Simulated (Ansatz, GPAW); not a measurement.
KBr: PBE in single-zeta orbitals, run from Python

These are simulated results from GPAW 26.7.0, not measurements. The cell was built from a prototype and was relaxed with r2SCAN in plane waves (Ansatz 0.2.0). Not every such cell is a known phase. All runs are without spin polarisation.

It is hexagonal, P6_3/mmc (No. 194); a = 5.618 Å, c = 6.554 Å in the conventional setting, 44.78 Å³ an atom. K is surrounded by 5 Br at 3.24–3.28 Å; Br is surrounded by 5 K at 3.24–3.28 Å.

The basis is minimal: single zeta, one radial function for each shell that the log's basis lists. It describes the filled bands fairly and the empty ones poorly.

The script, run.py:

```python
import json
from ase import Atoms
from gpaw import GPAW, PW, FermiDirac

atoms = Atoms(['K', 'K', 'Br', 'Br'],
              cell=[[5.61812152, 0.0, 0.0], [-2.80906076, 4.86543596, 0.0], [0.0, 0.0, 6.55359579]],
              scaled_positions=[[0.333333333, 0.666666667, 0.25], [0.666666667, 0.333333333, 0.75], [0.666666667, 0.333333333, 0.25], [0.333333333, 0.666666667, 0.75]],
              pbc=True)
calc = GPAW(mode='lcao', basis='sz(dzp)', h=0.2, xc='PBE', kpts={'size': (6, 6, 4), 'gamma': True},
            occupations=FermiDirac(0.02), maxiter=100, legacy_gpaw=True, txt='gpaw.txt')
atoms.calc = calc
res = {'energy': atoms.get_potential_energy(force_consistent=True)}
res['electrons'] = calc.get_number_of_electrons()
res['k'] = calc.get_ibz_k_points().tolist()
res['levels'] = [calc.get_eigenvalues(kpt=i).tolist() for i in range(len(res['k']))]
points = [[0.0, 0.0, 0.0], [0.5, 0.0, 0.0], [0.333333, 0.333333, 0.0], [0.0, 0.0, 0.5], [0.5, 0.0, 0.5], [0.333333, 0.333333, 0.5]]
bands = calc.fixed_density(kpts=points, symmetry='off', txt='bands.txt')
res['points'] = [bands.get_eigenvalues(kpt=i).tolist() for i in range(len(points))]
json.dump(res, open('results.json', 'w'))
print('free energy (eV):', round(res['energy'], 5))
```

Command: `python run.py`. It took 78 s on 1 thread of Arm Neoverse V1, with other jobs on the host, peak memory 0.21 GiB.

The log gpaw.txt, trimmed of paths, versions and times, then the last line on the terminal. An iter line gives the energy in eV and the logarithms of the changes of orbitals (plane waves alone) and density (c: converged):

```
___ ___ ___ _ _ _
 |   |   |_  | | | |

 | | | | | . | | | |

 |__ |  _|___|_____|  26.7.0
 |___|_|

Input parameters:
  basis: sz(dzp)
  h: 0.2
  kpts: {gamma: True,
         size: (6, 6, 4)}
  maxiter: 100
  mode: lcao
  occupations: {fixmagmom: False,
                name: fermi-dirac,
                width: 0.02}
  xc: PBE

System changes: positions, numbers, cell, pbc, initial_charges, initial_magmoms

Initialize ...

species:
  K:
    name:    Potassium
    Z:       19.0
    valence: 9
    core:    10
    charge:  0.0  # [|e|]
    compensation charges:
      type: gauss
      rc: 0.35  # [Å]
      lmax: 2
    cutoffs:
      filter: 1.91  # [Å]
      core: 1.27  # [Å]
    projectors
    | kind |    occ | energy [eV] | rcut [Å] |

    |------|--------|-------------|----------|

    |   3s |  2.000 |     -35.338 |    1.122 |

    |   4s |  1.000 |      -2.319 |    1.122 |

    |   3p |  6.000 |     -18.813 |    1.106 |

    |    p |        |       8.398 |    1.106 |

    |    d |        |       0.000 |    0.937 |

    LCAO basis set for K:
      Name: sz(dzp)
      Number of radial functions: 4
      Number of spherical harmonics: 8
        l=0, rc=4.2656 Bohr: 3s-sz confined orbital
        l=0, rc=13.1094 Bohr: 4s-sz confined orbital
        l=1, rc=5.0312 Bohr: 3p-sz confined orbital
        l=1, rc=16.0000 Bohr: 4p-sz confined orbital
      Number of RI-basis functions 0

  Br:
    name:    Bromine
    Z:       35.0
    valence: 7
    core:    28
    charge:  0.0  # [|e|]
    compensation charges:
      type: gauss
      rc: 0.35  # [Å]
      lmax: 2
    cutoffs:
      filter: 1.98  # [Å]
      core: 2.38  # [Å]
    projectors
    | kind |    occ | energy [eV] | rcut [Å] |

    |------|--------|-------------|----------|

    |   4s |  2.000 |     -20.121 |    1.111 |

    |   4p |  5.000 |      -7.861 |    1.111 |

    |    s |        |       7.091 |    1.111 |

    |    p |        |      19.351 |    1.111 |

    |    d |        |       0.000 |    1.111 |

    LCAO basis set for Br:
      Name: sz(dzp)
      Number of radial functions: 2
      Number of spherical harmonics: 4
        l=0, rc=5.3594 Bohr: 4s-sz confined orbital
        l=1, rc=6.8125 Bohr: 4p-sz confined orbital
      Number of RI-basis functions 0

Reference energy: -174569.001895  # eV

Spin-paired calculation

Convergence criteria:
 Maximum [total energy] change in last 3 cyles: 0.0005 eV / valence electron
 Maximum integral of absolute [dens]ity change: 0.0001 electrons / valence electron
 Maximum integral of absolute [eigenst]ate change: 4e-08 eV^2 / valence electron
 Maximum number of scf [iter]ations: 100
 (Square brackets indicate name in SCF output, whereas a 'c' in
 the SCF output indicates the quantity has converged.)

Symmetries present (total): 4

  ( 1  0  0)  ( 1  0  0)  (-1  0  0)  (-1  0  0)
  ( 0  1  0)  (-1 -1  0)  ( 1  1  0)  ( 0 -1  0)
  ( 0  0  1)  ( 0  0 -1)  ( 0  0  1)  ( 0  0 -1)

144 k-points: 6 x 6 x 4 Monkhorst-Pack grid + [1/12,1/12,1/8]
47 k-points in the irreducible part of the Brillouin zone
       k-points in crystal coordinates                weights
   0:     0.00000000    0.00000000    0.00000000          1/144
   1:     0.00000000    0.00000000    0.25000000          2/144
   2:     0.00000000    0.00000000    0.50000000          1/144
   3:     0.00000000    0.16666667   -0.25000000          2/144
   4:     0.00000000    0.16666667    0.00000000          2/144
   5:     0.00000000    0.16666667    0.25000000          2/144
   6:     0.00000000    0.16666667    0.50000000          2/144
   7:     0.00000000    0.33333333   -0.25000000          2/144
   8:     0.00000000    0.33333333    0.00000000          2/144
   9:     0.00000000    0.33333333    0.25000000          2/144
          ...
  46:     0.50000000    0.50000000    0.50000000          2/144

Wave functions: LCAO
  Diagonalizer: Serial LAPACK
  Atomic Correction: dense with blas
  Data-type: complex

Occupation numbers: Fermi-Dirac:
  width: 0.0200  # eV

Eigensolver
   LCAO using direct dense diagonalizer

Densities:
  Coarse grid: 24*24*32 grid
  Fine grid: 48*48*64 grid
  Total Charge: 0.000000

Density mixing:
  Method: separate
  Backend: msr1
  Linear mixing parameter: 0.05
  old densities: 10
  Width of damping distribution: 1.1
  Damping of long wavelength oscillations: 20

Hamiltonian:
  XC and Coulomb potentials evaluated on a 48*48*64 grid
  Using the PBE Exchange-Correlation functional
  Interpolation: tri-quintic (5. degree polynomial)
  Poisson solver: FastPoissonSolver using
    Stencil: 8*3+1=25 point O(h^6) finite-difference Laplacian
    FFT axes: [np.int64(0), np.int64(1), np.int64(2)]
    FST axes: []

XC parameters: PBE with 2 nearest neighbor stencil

Memory estimate:
  Process memory now: 123.18 MiB
  Calculator: 37.16 MiB
    Density: 17.12 MiB
      Arrays: 3.66 MiB
      Localized functions: 10.65 MiB
      Mixer: 2.81 MiB
    Hamiltonian: 3.16 MiB
      Arrays: 2.39 MiB
      XC: 0.00 MiB
      Poisson: 0.00 MiB
      vbar: 0.77 MiB
    Wavefunctions: 16.88 MiB
      C [qnM]: 0.31 MiB
      S, T [2 x qmm]: 0.83 MiB
      P [aqMi]: 0.06 MiB
      BasisFunctions: 15.69 MiB
      Eigensolver: 0.00 MiB

Total number of cores used: 1

Number of atoms: 4
Number of atomic orbitals: 24
Number of bands in calculation: 18
Number of valence electrons: 32
Bands to converge: occupied
Positions:
   0 K     -0.000000    3.243624    1.638399    ( 0.0000,  0.0000,  0.0000)
   1 K      2.809061    1.621812    4.915197    ( 0.0000,  0.0000,  0.0000)
   2 Br     2.809061    1.621812    1.638399    ( 0.0000,  0.0000,  0.0000)
   3 Br    -0.000000    3.243624    4.915197    ( 0.0000,  0.0000,  0.0000)

Unit cell:
           periodic     x           y           z      points  spacing
  1. axis:    yes    5.618122    0.000000    0.000000    24     0.2027
  2. axis:    yes   -2.809061    4.865436    0.000000    24     0.2027
  3. axis:    yes    0.000000    0.000000    6.553596    32     0.2048

  Lengths:   5.618122   5.618122   6.553596
  Angles:   90.000000  90.000000 120.000000

Effective grid spacing dv^(1/3) = 0.2134

iter:   1   -10.977820        c
iter:   2   -10.933189        c -1.35
iter:   3   -10.728000        c -1.38
iter:   4   -10.730019        c -2.10
iter:   5   -10.730836c       c -2.37
iter:   6   -10.730815c       c -3.55
iter:   7   -10.730811c       c -3.99
iter:   8   -10.730811c       c -5.06c

Converged after 8 iterations.

Energy contributions relative to reference atoms: (reference = -174569.001895)

Kinetic:        +38.752306
Potential:      -35.144307
External:        +0.000000
XC:             -14.515273
Entropy (-ST):   -0.000000
Local:           +0.176464
SIC:             +0.000000
--------------------------
Free energy:    -10.730811
Extrapolated:   -10.730811

Showing only first 2 kpts
 Kpt  Band  Eigenvalues  Occupancy
  0    14     -1.00944    2.00000
  0    15     -0.86184    2.00000
  0    16      2.94746    0.00000
  0    17      6.10630    0.00000

  1    14     -1.02008    2.00000
  1    15     -1.01904    2.00000
  1    16      3.41475    0.00000
  1    17      5.53198    0.00000

Fermi level: 0.40320

Gap: 3.809 eV
Transition (v -> c):
  (s=0, k=0, n=15, [0.00, 0.00, 0.00]) -> (s=0, k=0, n=16, [0.00, 0.00, 0.00])
No difference between direct/indirect transitions

free energy (eV): -10.73081
```

The gap in the log is over the mesh alone; results.json adds the listed points. PBE in single-zeta orbitals gives a gap of 3.81 eV. On the same cell, plane-wave PBE (Ansatz, 6×6×4 k points and the special points) gives a gap of 4.19 eV and r2SCAN a gap of 4.76 eV; on shared hosts these took about 5.2 and 13 core-seconds on the 4-atom cell, against 78 for the script. Semilocal gaps usually lie below measured ones.

The runs are scalar-relativistic, without spin-orbit coupling.
